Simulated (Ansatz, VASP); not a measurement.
Sn in VASP and in Ansatz

```xyz
3
Lattice="5.1279 0.0000 0.0000 -2.5639 4.4409 0.0000 0.0000 0.0000 3.1227" Properties=species:S:1:pos:R:3 pbc="T T T"
Sn    0.0000    0.0000    0.0000
Sn    0.0000    2.9606    1.5614
Sn    2.5639    1.4803    1.5614
```

Change from the starting cell: volume scaled by 0.85, PAW files.

Alike in both runs: task single point; functional PBE; k mesh 7 × 7 × 9; occupations fermi-dirac, width 0.1 eV; no spin polarisation.

```csv
,VASP,Ansatz
version,VASP 6.6.1,Ansatz 0.2.0
potentials or method,"VASP PAW PBE potentials, release 64 (Sn_d)","PAW with Ansatz's default frozen-core files, scalar-relativistic"
plane-wave cutoff (eV),520,420
valence electrons in the cell,42,42
```

VASP gave:

```
pressure (GPa) : 11.1
```

Q: What did Ansatz give for the same quantities?

A: Pressure (GPa): 11.2.
